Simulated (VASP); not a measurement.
# MgO (Fm-3m) in VASP: further runs

One crystal, MgO, is run at these levels: PBE; tasks: relaxation of cell and atoms.

Everything below comes from runs of VASP 6.6.1. Logs are shortened: lines on timing, memory, paths and dates and some standing lists are left out, and cuts for length are marked.

## Step 1: The structure

The structure is cubic, space group Fm-3m (No. 225). The conventional cell has a = 4.217 Å, b = 4.217 Å, c = 4.217 Å, α = 90.00°, β = 90.00°, γ = 90.00°. Mg (site symmetry m-3m) is surrounded by 6 O at 2.11 Å. Around O (site symmetry m-3m) lie 6 Mg at 2.11 Å.

## Step 2: Relaxation of cell and atoms, PBE

INCAR

```
SYSTEM = MgO
ALGO     = Fast           ! electronic algorithm
EDIFF    = 0.05           ! SCF threshold, eV
EDIFFG   = -0.002         ! ionic threshold
ENCUT    = 520            ! plane-wave cutoff, eV
GGA      = PE             ! functional
IBRION   = 2              ! ionic algorithm
ISIF     = 3              ! what is computed and relaxed
ISMEAR   = 0              ! smearing method
LASPH    = .TRUE.         ! aspherical terms in the spheres
LCHARG   = .FALSE.        ! write CHGCAR
LREAL    = .FALSE.        ! projectors in reciprocal space
LWAVE    = .FALSE.        ! write WAVECAR
NELM     = 60             ! most SCF steps
NSW      = 80             ! ionic steps
PREC     = Accurate       ! precision mode
SIGMA    = 0.02           ! smearing width, eV
```

KPOINTS

```
k-points
0
G
  12 12 12
  0 0 0
```

POSCAR

```
MgO
1.0
    0.0000000000      2.1085000000      2.1085000000
    2.1085000000      0.0000000000      2.1085000000
    2.1085000000      2.1085000000      0.0000000000
Mg O
1 1
Direct
    0.0000000000      0.0000000000      0.0000000000
    0.5000000000      0.5000000000      0.5000000000
```

Potentials or basis: VASP PAW PBE potentials, release 64 (Mg, O).

Command:

```
> cat potpaw_PBE.64/Mg/POTCAR potpaw_PBE.64/O/POTCAR > POTCAR
> mpirun -np 1 vasp_std > vasp.out
```

OUTCAR:

```text
SYSTEM = MgO
   EDIFF = 0.05
   EDIFFG = -0.002
   ENCUT = 520
   GGA = PE
   IBRION = 2
   ISIF = 3
   ISMEAR = 0
   LASPH = .TRUE.
   LREAL = .FALSE.
   NELM = 60
   NSW = 80
   PREC = Accurate

 ion  position               nearest neighbor table
   1  0.000  0.000  0.000-   2 2.11   2 2.11   2 2.11   2 2.11   2 2.11   2 2.11
   2  0.500  0.500  0.500-   1 2.11   1 2.11   1 2.11   1 2.11   1 2.11   1 2.11

  LATTYP: Found a face centered cubic cell.
 ALAT       =     4.2170000000

  Lattice vectors:

 A1 = (   0.0000000000,   2.1085000000,   2.1085000000)
 A2 = (   2.1085000000,   0.0000000000,   2.1085000000)
 A3 = (   2.1085000000,   2.1085000000,   0.0000000000)

Analysis of symmetry for initial positions (statically):
=====================================================================
 Subroutine PRICEL returns:
 Original cell was already a primitive cell.

 Routine SETGRP: Setting up the symmetry group for a
 face centered cubic supercell.

 Subroutine GETGRP returns: Found 48 space group operations
 (whereof 48 operations were pure point group operations)
 out of a pool of 48 trial point group operations.

The static configuration has the point symmetry O_h .

Analysis of symmetry for dynamics (positions and initial velocities):
=====================================================================
 Subroutine PRICEL returns:
 Original cell was already a primitive cell.

 Routine SETGRP: Setting up the symmetry group for a
 face centered cubic supercell.

 Subroutine GETGRP returns: Found 48 space group operations
 (whereof 48 operations were pure point group operations)
 out of a pool of 48 trial point group operations.

The dynamic configuration has the point symmetry O_h .

 Subroutine INISYM returns: Found 48 space group operations
 (whereof 48 operations are pure point group operations),
 and found     1 'primitive' translations

----------------------------------------------------------------------------------------

                                     Primitive cell

  volume of cell :      18.7478

  direct lattice vectors                    reciprocal lattice vectors
     0.000000000  2.108500000  2.108500000    -0.237135404  0.237135404  0.237135404
     2.108500000  0.000000000  2.108500000     0.237135404 -0.237135404  0.237135404
     2.108500000  2.108500000  0.000000000     0.237135404  0.237135404 -0.237135404

  length of vectors
     2.981869296  2.981869296  2.981869296     0.410730569  0.410730569  0.410730569

[... 112 lines left out ...]
 non-spin polarized calculation
 RMM-DIIS sequential band-by-band and
 Gauss-broadening in eV      SIGMA  =   0.02
  energy-cutoff  :      520.00
  volume of cell :       18.75
 maximum number of plane-waves:       532
 NGX is ok and might be reduce to    24
   NGX = 11   NGY = 11   NGZ = 11

--------------------------------------- Ionic step        1  -------------------------------------------

 number of electron       8.0000005 magnetization

 Free energy of the ion-electron system (eV)
  ---------------------------------------------------
  ext. energy  EPLUGINS =         0.00000000
  ---------------------------------------------------
  free energy    TOTEN  =       -11.91390229 eV

  energy without entropy =      -11.91390229  energy(sigma->0) =      -11.91390229

------------------------ aborting loop because EDIFF is reached ----------------------------------------

  FORCE on cell =-STRESS in cart. coord.  units (eV):
  Direction    XX          YY          ZZ          XY          YZ          ZX
  --------------------------------------------------------------------------------------
  -------------------------------------------------------------------------------------
  Total       -0.2941998     -0.2941998     -0.2941998     -0.0000000      0.0000000      0.0000000
  in kB      -25.1421339    -25.1421339    -25.1421339     -0.0000000      0.0000000      0.0000000
  external PRESSURE =     -25.1421339 kB  Pullay stress =       0.0000000 kB
[... 89 lines left out ...]
  FREE ENERGIE OF THE ION-ELECTRON SYSTEM (eV)
  ---------------------------------------------------
  free  energy   TOTEN  =       -11.9043427692 eV

  energy  without entropy=      -11.9043427692  energy(sigma->0) =      -11.90434277

[... ionic steps 4 to 22 ...]

--------------------------------------- Ionic step       23  -------------------------------------------

 number of electron       8.0000005 magnetization

------------------------ aborting loop because EDIFF is reached ----------------------------------------
[... 67 lines left out ...]
--------------------------------------- Ionic step       25  -------------------------------------------

 number of electron       8.0000004 magnetization

 Free energy of the ion-electron system (eV)
  ---------------------------------------------------
  ext. energy  EPLUGINS =         0.00000000
  ---------------------------------------------------
  free energy    TOTEN  =       -11.91129347 eV

  energy without entropy =      -11.91129347  energy(sigma->0) =      -11.91129347

 E-fermi :   3.1104     XC(G=0): -10.9610

 val. band max:        3.0036894625   @ k =   0.0000   0.0000   0.0000
 cond. band min:       7.4907396320   @ k =   0.0000   0.0000   0.0000
 fundamental gap:      4.4870501694
 Fermi energy:         3.1103670856

 k-point     1 :       0.0000    0.0000    0.0000
  band No.  band energies     occupation
      1     -14.1348      2.00000
      2       3.0037      2.00000
      3       3.0037      2.00000
      4       3.0037      2.00000
      5       7.4907      0.00000
      6      18.6615      0.00000
      7      18.6615      0.00000
      8      18.6615      0.00000
[... 243 lines left out ...]
 k-point    24 :      -0.4167    0.1667    0.0000
  band No.  band energies     occupation
      1     -12.8295      2.00000
      2      -1.1100      2.00000
      3       1.4726      2.00000
      4       2.2513      2.00000
      5      11.8817      0.00000
      6      15.1055      0.00000
      7      16.9338      0.00000
      8      19.6626      0.00000

 [... further k-points ...]

------------------------ aborting loop because EDIFF is reached ----------------------------------------

  FORCE on cell =-STRESS in cart. coord.  units (eV):
  Direction    XX          YY          ZZ          XY          YZ          ZX
  --------------------------------------------------------------------------------------
  -------------------------------------------------------------------------------------
  Total        0.0003091      0.0003091      0.0003091     -0.0000000     -0.0000000      0.0000000
  in kB        0.0258603      0.0258603      0.0258603     -0.0000000     -0.0000000      0.0000000
  external PRESSURE =       0.0258603 kB  Pullay stress =       0.0000000 kB
[... 17 lines left out ...]
  FREE ENERGIE OF THE ION-ELECTRON SYSTEM (eV)
  ---------------------------------------------------
  free  energy   TOTEN  =       -11.9112934690 eV

  energy  without entropy=      -11.9112934690  energy(sigma->0) =      -11.91129347

 reached required accuracy - stopping structural energy minimisation
```

CONTCAR:

```text
MgO
   1.00000000000000
    -0.0000000000000000    2.1235767848545448    2.1235767848545448
     2.1235767848545448   -0.0000000000000000    2.1235767848545448
     2.1235767848545448    2.1235767848545448   -0.0000000000000000
  Mg              O
     1     1
Direct
     0.0000000000000000    0.0000000000000000    0.0000000000000000
     0.5000000000000000    0.5000000000000000    0.5000000000000000

  0.00000000E+00  0.00000000E+00  0.00000000E+00
  0.00000000E+00  0.00000000E+00  0.00000000E+00
```

Wall time 61 s (1 thread of Intel Xeon Platinum 8259CL at 2.50GHz (Skylake/Cascade Lake), shared host); peak memory 0.15 GiB.

Results:

```yaml
Free_energy: -11.9113 eV
Relaxed_volume: 9.58 Å³/atom
Relaxed_cell: a = 3.003 Å, b = 3.003 Å, c = 3.003 Å, α = 60.00°, β = 60.00°, γ = 60.00°
Space_group_after_relaxing_to_0.05_Å: Fm-3m (No. 225)
Energy_gained_by_relaxing: -1.3 meV/atom
Ionic_steps: 25
Pressure_after_relaxing: 0.0 GPa
Band_gap_on_the_k_mesh: 4.49 eV, direct
```

Step by step:
```tsv
step	energy change (eV)	largest force (eV/Å)	pressure (GPa)	volume (Å³)
1	0.0000	0.0000	-2.51	18.75
2	0.0194	0.0000	6.58	18.35
3	0.0096	0.0000	4.95	18.64
4	0.0076	0.0000	3.83	18.71
5	0.0071	0.0000	3.56	18.73
6	0.0069	0.0000	3.46	18.74
7	0.0068	0.0000	3.48	18.75
8	0.0068	0.0000	3.39	18.75
9	0.0068	0.0000	3.39	18.75
10	0.0068	0.0000	3.38	18.75
11	0.0068	0.0000	3.38	18.75
12	0.0068	0.0000	3.37	18.75
13	0.0068	0.0000	3.37	18.75
14	0.0068	0.0000	3.37	18.75
15	0.0068	0.0000	3.37	18.75
16	0.0068	0.0000	3.37	18.75
17	0.0068	0.0000	3.37	18.75
18	0.0068	0.0000	3.37	18.75
19	0.0068	0.0000	3.37	18.75
20	0.0032	0.0000	1.66	18.99
21	0.0026	0.0000	-0.35	19.23
22	0.0026	0.0000	-0.32	19.18
23	0.0027	0.0000	0.39	19.08
24	0.0026	0.0000	0.15	19.14
25	0.0026	0.0000	0.00	19.15
```

Final structure:
```cif
data_structure
_symmetry_space_group_name_H-M 'P 1'
_symmetry_Int_Tables_number 1
_cell_length_a 3.0032
_cell_length_b 3.0032
_cell_length_c 3.0032
_cell_angle_alpha 60.000
_cell_angle_beta 60.000
_cell_angle_gamma 60.000
_cell_volume 19.15
loop_
_atom_site_label
_atom_site_type_symbol
_atom_site_fract_x
_atom_site_fract_y
_atom_site_fract_z
_atom_site_occupancy
Mg1 Mg 0.00000 0.00000 0.00000 1
O1 O 0.50000 0.50000 0.50000 1
```

## Step 3: Relaxation of cell and atoms, PBE

This run uses another cell than the first one, of 9.58 Å³/atom, 1.022 times its volume.

INCAR is that of step 2.

KPOINTS is that of step 2.

POSCAR

```
MgO                                     
1.0
   -0.0000000000      2.1235767849      2.1235767849
    2.1235767849     -0.0000000000      2.1235767849
    2.1235767849      2.1235767849     -0.0000000000
  Mg              O             
     1     1
Direct
     0.0000000000000000    0.0000000000000000    0.0000000000000000
     0.5000000000000000    0.5000000000000000    0.5000000000000000
```

Potentials or basis: VASP PAW PBE potentials, release 64 (Mg, O).

Command:

```
> cat potpaw_PBE.64/Mg/POTCAR potpaw_PBE.64/O/POTCAR > POTCAR
> mpirun -np 1 vasp_std > vasp.out
```

OUTCAR:

```text
SYSTEM = MgO
   EDIFF = 0.05
   EDIFFG = -0.002
   ENCUT = 520
   GGA = PE
   IBRION = 2
   ISIF = 3
   ISMEAR = 0
   LASPH = .TRUE.
   LREAL = .FALSE.
   NELM = 60
   NSW = 80
   PREC = Accurate

 ion  position               nearest neighbor table
   1  0.000  0.000  0.000-   2 2.12   2 2.12   2 2.12   2 2.12   2 2.12   2 2.12
   2  0.500  0.500  0.500-   1 2.12   1 2.12   1 2.12   1 2.12   1 2.12   1 2.12

  LATTYP: Found a face centered cubic cell.
 ALAT       =     4.2471535698

  Lattice vectors:

 A1 = (   0.0000000000,   2.1235767849,   2.1235767849)
 A2 = (   2.1235767849,   0.0000000000,   2.1235767849)
 A3 = (   2.1235767849,   2.1235767849,   0.0000000000)

Analysis of symmetry for initial positions (statically):
=====================================================================
 Subroutine PRICEL returns:
 Original cell was already a primitive cell.

 Routine SETGRP: Setting up the symmetry group for a
 face centered cubic supercell.

 Subroutine GETGRP returns: Found 48 space group operations
 (whereof 48 operations were pure point group operations)
 out of a pool of 48 trial point group operations.

The static configuration has the point symmetry O_h .

Analysis of symmetry for dynamics (positions and initial velocities):
=====================================================================
 Subroutine PRICEL returns:
 Original cell was already a primitive cell.

 Routine SETGRP: Setting up the symmetry group for a
 face centered cubic supercell.

 Subroutine GETGRP returns: Found 48 space group operations
 (whereof 48 operations were pure point group operations)
 out of a pool of 48 trial point group operations.

The dynamic configuration has the point symmetry O_h .

 Subroutine INISYM returns: Found 48 space group operations
 (whereof 48 operations are pure point group operations),
 and found     1 'primitive' translations

[... 145 lines left out ...]

  energy without entropy =      -11.91880692  energy(sigma->0) =      -11.91880692

------------------------ aborting loop because EDIFF is reached ----------------------------------------

  FORCE on cell =-STRESS in cart. coord.  units (eV):
  Direction    XX          YY          ZZ          XY          YZ          ZX
  --------------------------------------------------------------------------------------
  -------------------------------------------------------------------------------------
  Total       -0.7135091     -0.7135091     -0.7135091      0.0000000      0.0000000      0.0000000
  in kB      -59.6865151    -59.6865151    -59.6865151      0.0000000      0.0000000      0.0000000
  external PRESSURE =     -59.6865151 kB  Pullay stress =       0.0000000 kB
[... 89 lines left out ...]
  FREE ENERGIE OF THE ION-ELECTRON SYSTEM (eV)
  ---------------------------------------------------
  free  energy   TOTEN  =       -11.9087703196 eV

  energy  without entropy=      -11.9087703196  energy(sigma->0) =      -11.90877032

[... ionic steps 4 to 8 ...]

--------------------------------------- Ionic step        9  -------------------------------------------

 number of electron       8.0000004 magnetization

------------------------ aborting loop because EDIFF is reached ----------------------------------------
[... 67 lines left out ...]
--------------------------------------- Ionic step       11  -------------------------------------------

 number of electron       8.0000004 magnetization

 Free energy of the ion-electron system (eV)
  ---------------------------------------------------
  ext. energy  EPLUGINS =         0.00000000
  ---------------------------------------------------
  free energy    TOTEN  =       -11.91177959 eV

  energy without entropy =      -11.91177959  energy(sigma->0) =      -11.91177959

 E-fermi :   3.1105     XC(G=0): -10.9618

 val. band max:        3.0035214420   @ k =   0.0000   0.0000   0.0000
 cond. band min:       7.4925086657   @ k =   0.0000   0.0000   0.0000
 fundamental gap:      4.4889872236
 Fermi energy:         3.1105395712

 k-point     1 :       0.0000    0.0000    0.0000
  band No.  band energies     occupation
      1     -14.1349      2.00000
      2       3.0035      2.00000
      3       3.0035      2.00000
      4       3.0035      2.00000
      5       7.4925      0.00000
      6      18.6627      0.00000
      7      18.6627      0.00000
      8      18.6627      0.00000
[... 243 lines left out ...]
 k-point    24 :      -0.4167    0.1667    0.0000
  band No.  band energies     occupation
      1     -12.8296      2.00000
      2      -1.1104      2.00000
      3       1.4723      2.00000
      4       2.2511      2.00000
      5      11.8829      0.00000
      6      15.1060      0.00000
      7      16.9354      0.00000
      8      19.6643      0.00000

 [... further k-points ...]

------------------------ aborting loop because EDIFF is reached ----------------------------------------

  FORCE on cell =-STRESS in cart. coord.  units (eV):
  Direction    XX          YY          ZZ          XY          YZ          ZX
  --------------------------------------------------------------------------------------
  -------------------------------------------------------------------------------------
  Total        0.0022033      0.0022033      0.0022033      0.0000000      0.0000000      0.0000000
  in kB        0.1843293      0.1843293      0.1843293      0.0000000      0.0000000      0.0000000
  external PRESSURE =       0.1843293 kB  Pullay stress =       0.0000000 kB
[... 17 lines left out ...]
  FREE ENERGIE OF THE ION-ELECTRON SYSTEM (eV)
  ---------------------------------------------------
  free  energy   TOTEN  =       -11.9117795923 eV

  energy  without entropy=      -11.9117795923  energy(sigma->0) =      -11.91177959

 reached required accuracy - stopping structural energy minimisation
```

It took 27 s on 1 thread of Intel Xeon Platinum 8259CL at 2.50GHz (Skylake/Cascade Lake), shared host; peak memory 0.15 GiB.

What came out:

- Free energy: -11.9118 eV
- Relaxed volume: 9.58 Å³/atom
- Relaxed cell: a = 3.003 Å, b = 3.003 Å, c = 3.003 Å, α = 60.00°, β = 60.00°, γ = 60.00°
- Space group after relaxing (to 0.05 Å): Fm-3m (No. 225)
- Energy gained by relaxing: -3.5 meV/atom
- Ionic steps: 11
- Pressure after relaxing: 0.0 GPa
- Band gap on the k mesh: 4.49 eV, direct

Step by step:
| step | energy change (eV) | largest force (eV/Å) | pressure (GPa) | volume (Å³) |
| --- | --- | --- | --- | --- |
| 1 | 0.0000 | 0.0000 | -5.97 | 19.15 |
| 2 | 0.0315 | 0.0000 | 10.67 | 18.18 |
| 3 | 0.0100 | 0.0000 | 1.85 | 18.79 |
| 4 | 0.0090 | 0.0000 | 2.46 | 18.87 |
| 5 | 0.0075 | 0.0000 | 1.30 | 19.01 |
| 6 | 0.0071 | 0.0000 | 0.62 | 19.08 |
| 7 | 0.0070 | 0.0000 | 0.28 | 19.12 |
| 8 | 0.0070 | 0.0000 | 0.15 | 19.14 |
| 9 | 0.0070 | 0.0000 | 0.07 | 19.14 |
| 10 | 0.0070 | 0.0000 | 0.08 | 19.15 |
| 11 | 0.0070 | 0.0000 | 0.02 | 19.15 |

Final structure:
```
Mg O
1.0
     0.00000    2.12350    2.12350
     2.12350    0.00000    2.12350
     2.12350    2.12350    0.00000
Mg O
1 1
Direct
  0.00000 0.00000 0.00000
  0.50000 0.50000 0.50000
```

A k mesh can miss the band edges. Expect the measured gap to be larger: semilocal functionals such as PBE lack the derivative discontinuity.
